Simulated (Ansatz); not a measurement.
# Molybdenum, omega (AlB2-type) under LDA: from relaxation to bulk modulus, part 2 of 2

The plan for molybdenum in the omega (AlB2-type) structure: relax it, solve it on a dense k-mesh, then scale the cell to 7 volumes from 88 to 112 % of the relaxed one and try a fit of the equation of state. Spin polarisation is left out. The k-meshes are 8×8×11 for the relaxation; 11×11×16 for the dense run; 9×9×14 for the volumes.

Ansatz 0.2.0; DFT, LDA (PW92), plane waves (420 eV) with PAW, scalar-relativistic. Earlier steps stand in the parts before.

## (3) The energy on a finer k-mesh

Contents of input.yaml:

```yaml
crystal:
  lattice:
    - [4.5939755522, 0.0, 0.0]
    - [-2.2969877761, 3.9784995325, 0.0]
    - [0.0, 0.0, 2.5186132349]
  atoms:
    - { symbol: Mo, position: [0.0, 1.0, 1.0] }
    - { symbol: Mo, position: [0.3333333333, 0.6666666667, 0.5] }
    - { symbol: Mo, position: [0.6666666667, 0.3333333333, 0.5] }
hamiltonian:
  xc: lda
  pseudopotentials:
    kind: paw
    azcp:
      Mo: "pseudopotentials/Mo.paw.azcp"
basis:
  ecutwfc: 420
  fft_grid_basis: typed
kpoints:
  mp_grid: { grid: [11, 11, 16], shift: [0, 0, 0] }
magnetization:
  spin_polarized: false
scf:
  occupations: { method: fermi_dirac, width: 0.1 }
```

Log, cut to the lines that bear on the results:

```text
Warning: <dir> the record states the generating functional pbe (its physics header spells it `PBE`), which answers neither for hamiltonian.xc's functional nor for the lda family's — results may be inconsistent (PPs are generated against a specific XC)
Warning: RAYON_NUM_THREADS=2 ignored (pool sized by the plan → 2); use --threads N
[...]
[... 3 set-up lines as earlier in the session ...]
[...]
Crystal: 3 atoms, lattice volume = 46.033 Å³
Basis set: ecut = 420 eV, 915 PW (Γ)
Bands: 26, of which v1, the nominal top of the filled ones, is band 21 counted from 1 (20 counted from 0)
[... 2 set-up lines as earlier in the session ...]
k-points: 144 of 1936
[...]
SCF iter   1: F=—  HF=-14527.434868 eV  |F-HF|=—  |Δ(HF+E_count)|=         —  Δρ=1.33e-2  dr2=1.53e-1  ethr=1.77e-3  ⟨swp⟩=5.0  Hψ=15092  notcnv=0
[...]
SCF iter   6: F=-14527.419884 eV  HF=-14527.419884 eV  |F-HF|=2.49e-8  |Δ(HF+E_count)|=   9.27e-8  Δρ=9.57e-6  dr2=3.44e-8  ethr=2.38e-10  ⟨swp⟩=2.5  Hψ=7771  notcnv=0
[...]
SCF converged after 6 iterations
Free energy (F): -14527.419884 eV
[...]
E sigma→0 (E₀):  -14527.360168 eV
Entropy (-TS):   -0.119430 eV (-39.810 meV/atom)
Fermi energy:    21.071907 eV
[...]
```

Run time: 1.6 s. Hardware: 2 threads of an x86-64 CPU, shared host; peak memory 0.43 GiB.

## (4) Equation of state: 88 %

Contents of input.yaml:

```yaml
crystal:
  lattice:
    - [4.4023331367, 0.0, 0.0]
    - [-2.2011665684, 3.8125323323, 0.0]
    - [0.0, 0.0, 2.4135466932]
  atoms:
    - { symbol: Mo, position: [0.0, 1.0, 1.0] }
    - { symbol: Mo, position: [0.3333333333, 0.6666666667, 0.5] }
    - { symbol: Mo, position: [0.6666666667, 0.3333333333, 0.5] }
hamiltonian:
  xc: lda
  pseudopotentials:
    kind: paw
    azcp:
      Mo: "pseudopotentials/Mo.paw.azcp"
basis:
  ecutwfc: 420
  fft_grid_basis: typed
kpoints:
  mp_grid: { grid: [9, 9, 14], shift: [0, 0, 0] }
magnetization:
  spin_polarized: false
scf:
  occupations: { method: fermi_dirac, width: 0.1 }
  lower_state_search: "off"
output:
  stress: true
  write_density: true
  write_potential: true
  elf: true
  volumetric_format: npy
```

Log, cut to the lines that bear on the results:

```text
Warning: <dir> the record states the generating functional pbe (its physics header spells it `PBE`), which answers neither for hamiltonian.xc's functional nor for the lda family's — results may be inconsistent (PPs are generated against a specific XC)
Warning: RAYON_NUM_THREADS=2 ignored (pool sized by the plan → 2); use --threads N
[...]
[... 3 set-up lines as earlier in the session ...]
[...]
Crystal: 3 atoms, lattice volume = 40.509 Å³
Basis set: ecut = 420 eV, 771 PW (Γ)
Bands: 26, of which v1, the nominal top of the filled ones, is band 21 counted from 1 (20 counted from 0)
[... 1 set-up line as earlier in the session ...]
Space group: P6/mmm (ITA 191), of the structure as read, at distance tolerance 3.4e-5 Å
k-points: 96 of 1134
[...]
SCF iter   1: F=—  HF=-14526.743062 eV  |F-HF|=—  |Δ(HF+E_count)|=         —  Δρ=1.45e-2  dr2=1.39e-1  ethr=1.77e-3  ⟨swp⟩=5.1  Hψ=10404  notcnv=0
[...]
SCF iter   6: F=-14526.728168 eV  HF=-14526.728168 eV  |F-HF|=1.02e-8  |Δ(HF+E_count)|=   4.24e-8  Δρ=6.82e-6  dr2=1.52e-8  ethr=2.38e-10  ⟨swp⟩=9.0  Hψ=16096  notcnv=0
[...]
SCF converged after 6 iterations
Free energy (F): -14526.728168 eV
[...]
E sigma→0 (E₀):  -14526.674953 eV
Entropy (-TS):   -0.106430 eV (-35.477 meV/atom)
Fermi energy:    24.448428 eV
[...]
--- Stress (GPa, compression-positive) ---
       43.013983       0.000000       0.000000
        0.000000      43.013983       0.000000
        0.000000       0.000000      48.024994
  P = ⅓ Tr σ = 44.6843 GPa (446.843 kbar)
--- Band table (eV; the first three rows and the last of 96) ---
  k-point 0: bands = ["-36.5690", "-36.2153", "-36.0071", "-11.0193", "-11.0193", "-10.8501", "-10.8501", "-9.4900", "-9.4900", "-9.3968", "-9.0575", "-8.9481", "17.0297", "18.7690", "21.1657", "21.4641", "21.9734", "21.9734", "22.0404", "22.0404", "23.6327", "23.6327", "26.4947", [...]
[...]
```

Wall time 1.8 s (2 threads of an x86-64 CPU, shared host); peak memory 0.4 GiB.

Density in a lattice plane of the grid's cell (edges 4.40 and 4.40 Å, at 0.500 of the third edge), which holds Mo.

Ten even steps from ' ' (0.33 e/Å³) to '@' (6.61 e/Å³):
```
                                                
                  ........                      
              ..::------::..                    
            ::--++****++==::                    
          ::==##%%@@@@##==::                    
        ::==##@@@@@@@@##==..                    
      ..--##@@@@@@@@%%++::                      
      ::==##@@@@@@%%++--..                      
      ::==**####**++::..          ........      
      ..--======--::..      ..::--======--..    
        ........          ..::++**####**==::    
                        ..--++%%@@@@@@##==::    
                        ::++%%@@@@@@@@##--..    
                      ..==##@@@@@@@@##==::      
                      ::==##@@@@%%##==::        
                      ::==++****++--::          
                      ..::------::..            
                        ........                
                                                
                                                
```
Columns run along the first of these edges and rows up along the second, over one cell in 24 and 20 even steps from the bottom left corner. Atoms in the plane (fractional): Mo at (0.33, 0.67), Mo at (0.67, 0.33).

ELF in the same plane.

Ten even steps from ' ' (0.25) to '@' (0.73):
```
..  ....::----::..            ..::----::..    ..
  ....::::..    ..::----::..    ..::::::..      
....::::..    --++##%%##**--..    ::::::........
::--::..  ..++##@@@@@@@@%%++..    ::--::::....::
----..  ..++@@@@%%##%%@@@@++..  ..------::::::--
--::  ..++@@@@**--==##@@%%==    ::----::..::::--
::..  --%%@@##--::++%%@@**::  ..::..        ..::
..  ..++@@@@%%**##@@@@##--    ..                
    ::**@@@@@@@@@@%%**--..    ..::--====--::    
    ..==##%%@@%%##==::..  ..::==##%%@@%%##==..  
      ::--====--::..    ..--**%%@@@@@@@@@@**::  
..                ..    --##@@@@##**%%@@@@++..  
::::..        ..::..  ::**@@%%++::--##@@%%--  ..
----::::..::----::    ==%%@@##==--**@@@@++..  ::
----::::::------..  ..++@@@@%%##%%@@@@++..  ..--
::::....::::--::    ..++%%@@@@@@@@##++..  ..::--
..........::::::    ..--**##%%##++--    ..::::..
        ..::::::..    ..::----::..    ..::::....
....    ..::----::..            ..::----::....  
....  ....::----::....      ....::----::....  ..
```
Columns run along the first of these edges and rows up along the second, over one cell in 24 and 20 even steps from the bottom left corner. Atoms in the plane (fractional): Mo at (0.33, 0.67), Mo at (0.67, 0.33).

Both are smooth fields of the valence electrons: close to the nuclei they are not physical.

## (5) Equation of state: 92 %

input.yaml, as its differences from that of step 4:

```diff
@@ -2,5 +2,5 @@
   lattice:
-    - [4.4023331367, 0.0, 0.0]
-    - [-2.2011665684, 3.8125323323, 0.0]
-    - [0.0, 0.0, 2.4135466932]
+    - [4.46804929, 0.0, 0.0]
+    - [-2.234024645, 3.8694441905, 0.0]
+    - [0.0, 0.0, 2.4495750898]
   atoms:
```

Log, cut to the lines that bear on the results:

```text
Warning: <dir> the record states the generating functional pbe (its physics header spells it `PBE`), which answers neither for hamiltonian.xc's functional nor for the lda family's — results may be inconsistent (PPs are generated against a specific XC)
Warning: RAYON_NUM_THREADS=2 ignored (pool sized by the plan → 2); use --threads N
[...]
[... 3 set-up lines as earlier in the session ...]
[...]
Crystal: 3 atoms, lattice volume = 42.350 Å³
Basis set: ecut = 420 eV, 855 PW (Γ)
Bands: 26, of which v1, the nominal top of the filled ones, is band 21 counted from 1 (20 counted from 0)
[... 1 set-up line as earlier in the session ...]
Space group: P6/mmm (ITA 191), of the structure as read, at distance tolerance 3.5e-5 Å
k-points: 96 of 1134
[...]
SCF iter   1: F=—  HF=-14527.150865 eV  |F-HF|=—  |Δ(HF+E_count)|=         —  Δρ=1.43e-2  dr2=1.51e-1  ethr=1.77e-3  ⟨swp⟩=5.1  Hψ=10393  notcnv=0
[...]
SCF iter   6: F=-14527.134588 eV  HF=-14527.134588 eV  |F-HF|=2.45e-8  |Δ(HF+E_count)|=   3.27e-9  Δρ=7.88e-6  dr2=3.02e-8  ethr=2.38e-10  ⟨swp⟩=8.8  Hψ=16013  notcnv=0
[...]
SCF converged after 6 iterations
Free energy (F): -14527.134588 eV
[...]
E sigma→0 (E₀):  -14527.079052 eV
Entropy (-TS):   -0.111072 eV (-37.024 meV/atom)
Fermi energy:    23.236494 eV
[...]
--- Stress (GPa, compression-positive) ---
       25.852900       0.000000       0.000000
        0.000000      25.852900       0.000000
        0.000000       0.000000      28.282140
  P = ⅓ Tr σ = 26.6626 GPa (266.626 kbar)
--- Band table (eV; the first three rows and the last of 96) ---
  k-point 0: bands = ["-37.7301", "-37.4335", "-37.2357", "-12.1227", "-12.1227", "-11.9907", "-11.9907", "-10.7903", "-10.7903", "-10.7111", "-10.4089", "-10.3035", "15.9219", "17.8445", "20.0740", "20.4124", "20.8381", "20.8381", "20.9036", "20.9036", "22.5019", "22.5019", "25.2017", [...]
[...]
```

It took 1.8 s on 2 threads of an x86-64 CPU, shared host; peak memory 0.4 GiB.

## (6) Equation of state: 96 %

input.yaml, as its differences from that of step 5:

```diff
@@ -2,5 +2,5 @@
   lattice:
-    - [4.46804929, 0.0, 0.0]
-    - [-2.234024645, 3.8694441905, 0.0]
-    - [0.0, 0.0, 2.4495750898]
+    - [4.5318871904, 0.0, 0.0]
+    - [-2.2659435952, 3.924729434, 0.0]
+    - [0.0, 0.0, 2.4845737482]
   atoms:
@@ -27,5 +27 @@
   stress: true
-  write_density: true
-  write_potential: true
-  elf: true
-  volumetric_format: npy
```

Log, cut to the lines that bear on the results:

```text
Warning: <dir> the record states the generating functional pbe (its physics header spells it `PBE`), which answers neither for hamiltonian.xc's functional nor for the lda family's — results may be inconsistent (PPs are generated against a specific XC)
Warning: RAYON_NUM_THREADS=2 ignored (pool sized by the plan → 2); use --threads N
[...]
[... 3 set-up lines as earlier in the session ...]
[...]
Crystal: 3 atoms, lattice volume = 44.192 Å³
Basis set: ecut = 420 eV, 879 PW (Γ)
Bands: 26, of which v1, the nominal top of the filled ones, is band 21 counted from 1 (20 counted from 0)
[... 2 set-up lines as earlier in the session ...]
k-points: 96 of 1134
[...]
SCF iter   1: F=—  HF=-14527.370461 eV  |F-HF|=—  |Δ(HF+E_count)|=         —  Δρ=1.39e-2  dr2=1.59e-1  ethr=1.77e-3  ⟨swp⟩=5.0  Hψ=10120  notcnv=0
[...]
SCF iter   6: F=-14527.353889 eV  HF=-14527.353889 eV  |F-HF|=2.09e-8  |Δ(HF+E_count)|=   4.34e-8  Δρ=8.64e-6  dr2=2.90e-8  ethr=2.38e-10  ⟨swp⟩=4.0  Hψ=8384  notcnv=0
[...]
SCF converged after 6 iterations
Free energy (F): -14527.353889 eV
[...]
E sigma→0 (E₀):  -14527.295970 eV
Entropy (-TS):   -0.115838 eV (-38.613 meV/atom)
Fermi energy:    22.119695 eV
[...]
--- Stress (GPa, compression-positive) ---
       11.861142      -0.000000       0.000000
        0.000000      11.861142       0.000000
        0.000000       0.000000      12.294050
  P = ⅓ Tr σ = 12.0054 GPa (120.054 kbar)
```

Wall time 1.3 s (2 threads of an x86-64 CPU, shared host); peak memory 0.4 GiB.

## (7) Equation of state: 100 %

input.yaml, as its differences from that of step 6:

```diff
@@ -2,5 +2,5 @@
   lattice:
-    - [4.5318871904, 0.0, 0.0]
-    - [-2.2659435952, 3.924729434, 0.0]
-    - [0.0, 0.0, 2.4845737482]
+    - [4.5939755522, 0.0, 0.0]
+    - [-2.2969877761, 3.9784995325, 0.0]
+    - [0.0, 0.0, 2.5186132349]
   atoms:
@@ -27 +27,5 @@
   stress: true
+  write_density: true
+  write_potential: true
+  elf: true
+  volumetric_format: npy
```

Log, cut to the lines that bear on the results:

```text
Warning: <dir> the record states the generating functional pbe (its physics header spells it `PBE`), which answers neither for hamiltonian.xc's functional nor for the lda family's — results may be inconsistent (PPs are generated against a specific XC)
Warning: RAYON_NUM_THREADS=2 ignored (pool sized by the plan → 2); use --threads N
[...]
[... 3 set-up lines as earlier in the session ...]
[...]
Crystal: 3 atoms, lattice volume = 46.033 Å³
Basis set: ecut = 420 eV, 915 PW (Γ)
Bands: 26, of which v1, the nominal top of the filled ones, is band 21 counted from 1 (20 counted from 0)
[... 2 set-up lines as earlier in the session ...]
k-points: 96 of 1134
[...]
SCF iter   1: F=—  HF=-14527.437120 eV  |F-HF|=—  |Δ(HF+E_count)|=         —  Δρ=1.35e-2  dr2=1.61e-1  ethr=1.77e-3  ⟨swp⟩=5.0  Hψ=10016  notcnv=0
[...]
SCF iter   6: F=-14527.420983 eV  HF=-14527.420983 eV  |F-HF|=2.57e-8  |Δ(HF+E_count)|=   5.23e-8  Δρ=9.48e-6  dr2=3.59e-8  ethr=2.38e-10  ⟨swp⟩=8.7  Hψ=15923  notcnv=0
[...]
SCF converged after 6 iterations
Free energy (F): -14527.420983 eV
[...]
E sigma→0 (E₀):  -14527.360682 eV
Entropy (-TS):   -0.120602 eV (-40.201 meV/atom)
Fermi energy:    21.086762 eV
[...]
--- Stress (GPa, compression-positive) ---
        0.464520       0.000000       0.000000
        0.000000       0.464520       0.000000
        0.000000       0.000000      -0.690011
  P = ⅓ Tr σ = 0.0797 GPa (0.797 kbar)
--- Band table (eV; the first three rows and the last of 96) ---
  k-point 0: bands = ["-39.8338", "-39.6079", "-39.4359", "-14.1219", "-14.1219", "-14.0509", "-14.0509", "-13.0997", "-13.0997", "-13.0465", "-12.7987", "-12.7046", "14.0073", "16.1996", "18.1426", "18.5446", "18.8431", "18.8431", "18.9092", "18.9092", "20.4831", "20.4831", "22.8985", [...]
[...]
```

It took 1.9 s on 2 threads of an x86-64 CPU, shared host; peak memory 0.41 GiB.

## (8) Equation of state: 104 %

input.yaml, as its differences from that of step 7:

```diff
@@ -2,5 +2,5 @@
   lattice:
-    - [4.5939755522, 0.0, 0.0]
-    - [-2.2969877761, 3.9784995325, 0.0]
-    - [0.0, 0.0, 2.5186132349]
+    - [4.6544295316, 0.0, 0.0]
+    - [-2.3272147658, 4.0308542145, 0.0]
+    - [0.0, 0.0, 2.5517566835]
   atoms:
@@ -27,5 +27 @@
   stress: true
-  write_density: true
-  write_potential: true
-  elf: true
-  volumetric_format: npy
```

Log, cut to the lines that bear on the results:

```text
Warning: <dir> the record states the generating functional pbe (its physics header spells it `PBE`), which answers neither for hamiltonian.xc's functional nor for the lda family's — results may be inconsistent (PPs are generated against a specific XC)
Warning: RAYON_NUM_THREADS=2 ignored (pool sized by the plan → 2); use --threads N
[...]
[... 3 set-up lines as earlier in the session ...]
[...]
Crystal: 3 atoms, lattice volume = 47.874 Å³
Basis set: ecut = 420 eV, 915 PW (Γ)
Bands: 26, of which v1, the nominal top of the filled ones, is band 21 counted from 1 (20 counted from 0)
[... 2 set-up lines as earlier in the session ...]
k-points: 96 of 1134
[...]
SCF iter   1: F=—  HF=-14527.379211 eV  |F-HF|=—  |Δ(HF+E_count)|=         —  Δρ=1.29e-2  dr2=1.56e-1  ethr=1.77e-3  ⟨swp⟩=5.0  Hψ=9983  notcnv=0
[...]
SCF iter   6: F=-14527.364198 eV  HF=-14527.364198 eV  |F-HF|=3.62e-8  |Δ(HF+E_count)|=   6.26e-8  Δρ=9.92e-6  dr2=4.72e-8  ethr=2.38e-10  ⟨swp⟩=4.0  Hψ=8279  notcnv=0
[...]
SCF converged after 6 iterations
Free energy (F): -14527.364198 eV
[...]
E sigma→0 (E₀):  -14527.301570 eV
Entropy (-TS):   -0.125256 eV (-41.752 meV/atom)
Fermi energy:    20.128980 eV
[...]
--- Stress (GPa, compression-positive) ---
       -8.824913      -0.000000       0.000000
       -0.000000      -8.824913       0.000000
        0.000000       0.000000     -11.236150
  P = ⅓ Tr σ = -9.6287 GPa (-96.287 kbar)
```

Run time: 1.4 s. Hardware: 2 threads of an x86-64 CPU, shared host; peak memory 0.39 GiB.

## (9) Equation of state: 108 %

input.yaml, as its differences from that of step 8:

```diff
@@ -2,5 +2,5 @@
   lattice:
-    - [4.6544295316, 0.0, 0.0]
-    - [-2.3272147658, 4.0308542145, 0.0]
-    - [0.0, 0.0, 2.5517566835]
+    - [4.7133526163, 0.0, 0.0]
+    - [-2.3566763082, 4.0818831027, 0.0]
+    - [0.0, 0.0, 2.5840608304]
   atoms:
@@ -27 +27,5 @@
   stress: true
+  write_density: true
+  write_potential: true
+  elf: true
+  volumetric_format: npy
```

Log, cut to the lines that bear on the results:

```text
Warning: <dir> the record states the generating functional pbe (its physics header spells it `PBE`), which answers neither for hamiltonian.xc's functional nor for the lda family's — results may be inconsistent (PPs are generated against a specific XC)
Warning: RAYON_NUM_THREADS=2 ignored (pool sized by the plan → 2); use --threads N
[...]
[... 3 set-up lines as earlier in the session ...]
[...]
Crystal: 3 atoms, lattice volume = 49.716 Å³
Basis set: ecut = 420 eV, 951 PW (Γ)
Bands: 26, of which v1, the nominal top of the filled ones, is band 21 counted from 1 (20 counted from 0)
[... 1 set-up line as earlier in the session ...]
Space group: P6/mmm (ITA 191), of the structure as read, at distance tolerance 3.7e-5 Å
k-points: 96 of 1134
[...]
SCF iter   1: F=—  HF=-14527.219810 eV  |F-HF|=—  |Δ(HF+E_count)|=         —  Δρ=1.22e-2  dr2=1.45e-1  ethr=1.77e-3  ⟨swp⟩=5.1  Hψ=9929  notcnv=0
[...]
SCF iter   6: F=-14527.206596 eV  HF=-14527.206596 eV  |F-HF|=3.67e-8  |Δ(HF+E_count)|=   8.03e-8  Δρ=1.01e-5  dr2=4.99e-8  ethr=2.38e-10  ⟨swp⟩=8.4  Hψ=15801  notcnv=0
[...]
SCF converged after 6 iterations
Free energy (F): -14527.206596 eV
[...]
E sigma→0 (E₀):  -14527.141630 eV
Entropy (-TS):   -0.129932 eV (-43.311 meV/atom)
Fermi energy:    19.238871 eV
[...]
--- Stress (GPa, compression-positive) ---
      -16.390357       0.000000       0.000000
        0.000000     -16.390357       0.000000
        0.000000       0.000000     -19.790662
  P = ⅓ Tr σ = -17.5238 GPa (-175.238 kbar)
--- Band table (eV; the first three rows and the last of 96) ---
  k-point 0: bands = ["-41.6820", "-41.4893", "-41.3461", "-15.8810", "-15.8810", "-15.8567", "-15.8567", "-15.0866", "-15.0866", "-15.0549", "-14.8448", "-14.7634", "12.4125", "14.7806", "16.4877", "16.9358", "17.1467", "17.1467", "17.2161", "17.2161", "18.7342", "18.7342", "20.9094", [...]
[...]
```

Wall time 2.1 s (2 threads of an x86-64 CPU, shared host); peak memory 0.41 GiB.

## (10) Equation of state: 112 %

input.yaml, as its differences from that of step 9:

```diff
@@ -2,5 +2,5 @@
   lattice:
-    - [4.7133526163, 0.0, 0.0]
-    - [-2.3566763082, 4.0818831027, 0.0]
-    - [0.0, 0.0, 2.5840608304]
+    - [4.7708381917, 0.0, 0.0]
+    - [-2.3854190959, 4.1316670714, 0.0]
+    - [0.0, 0.0, 2.6155768734]
   atoms:
```

Log, cut to the lines that bear on the results:

```text
Warning: <dir> the record states the generating functional pbe (its physics header spells it `PBE`), which answers neither for hamiltonian.xc's functional nor for the lda family's — results may be inconsistent (PPs are generated against a specific XC)
Warning: RAYON_NUM_THREADS=2 ignored (pool sized by the plan → 2); use --threads N
[...]
[... 3 set-up lines as earlier in the session ...]
[...]
Crystal: 3 atoms, lattice volume = 51.557 Å³
Basis set: ecut = 420 eV, 1011 PW (Γ)
Bands: 26, of which v1, the nominal top of the filled ones, is band 21 counted from 1 (20 counted from 0)
[... 2 set-up lines as earlier in the session ...]
k-points: 96 of 1134
[...]
SCF iter   1: F=—  HF=-14526.977646 eV  |F-HF|=—  |Δ(HF+E_count)|=         —  Δρ=1.13e-2  dr2=1.28e-1  ethr=1.77e-3  ⟨swp⟩=5.0  Hψ=9642  notcnv=0
[...]
SCF iter   6: F=-14526.967118 eV  HF=-14526.967118 eV  |F-HF|=5.58e-9  |Δ(HF+E_count)|=   1.50e-8  Δρ=4.08e-6  dr2=1.03e-8  ethr=2.38e-10  ⟨swp⟩=8.0  Hψ=15020  notcnv=0
[...]
SCF converged after 6 iterations
Free energy (F): -14526.967118 eV
[...]
E sigma→0 (E₀):  -14526.899743 eV
Entropy (-TS):   -0.134751 eV (-44.917 meV/atom)
Fermi energy:    18.409619 eV
[...]
--- Stress (GPa, compression-positive) ---
      -22.529109      -0.000000       0.000000
        0.000000     -22.529109       0.000000
        0.000000       0.000000     -26.717081
  P = ⅓ Tr σ = -23.9251 GPa (-239.251 kbar)
--- Band table (eV; the first three rows and the last of 96) ---
  k-point 0: bands = ["-42.5215", "-42.3374", "-42.2083", "-16.6822", "-16.6822", "-16.6767", "-16.6767", "-15.9786", "-15.9786", "-15.9561", "-15.7608", "-15.6855", "11.7114", "14.1418", "15.7464", "16.2121", "16.3903", "16.3903", "16.4618", "16.4618", "17.9449", "17.9449", "20.0137", [...]
[...]
```

Run time: 2 s. Hardware: 2 threads of an x86-64 CPU, shared host; peak memory 0.41 GiB.

## (11) Fitting the volumes

The cell was scaled evenly, with its shape and the fractional positions fixed.

```
V (Å³/atom)  E − E₀ (meV/atom)  P from the stress (GPa)  P from the fit (GPa)
     13.503              228.6                    44.68                 44.54
     14.117               93.9                    26.66                 26.45
     14.731               21.5                    12.01                 11.79
     15.344                0.0                     0.08                 -0.12
     15.958               19.7                    -9.63                 -9.82
     16.572               73.0                   -17.52                -17.73
     17.186              153.6                   -23.93                -24.18
```

A third-order Birch-Murnaghan fit gives V₀ = 15.337 Å³/atom, B₀ = 269 GPa and B₀′ = 4.1; it misses no point by more than 0.04 meV/atom.

Fit and stress differ a little: one follows E(σ → 0), the other the smeared free energy.

## (12) Results

This closing draws on all 2 parts.

```
                      quantity                                   value
space group (spins left aside)                        P6/mmm (No. 191)
             conventional cell  a = 4.594 Å, c = 2.519 Å (c/a = 0.548)
                        volume                          15.344 Å³/atom
             shortest distance                                 2.519 Å
               gap on the mesh            none (levels filled in part)
               relative to bcc                           +408 meV/atom
                   V₀, B₀, B₀′            15.337 Å³/atom, 269 GPa, 4.1
```

**Reading.** From the guessed start the volume shrank by 1.6 % in 7 steps. Against the reference form of molybdenum (bcc, computed apart with the same settings) it stands 408 meV/atom higher, so it is far from stable. No gap shows: it is a metal or semimetal at this level. The fitted modulus is 269 GPa; letting shape and positions relax at each volume could only lower it. Relaxation kept the symmetry; phonons were not checked.
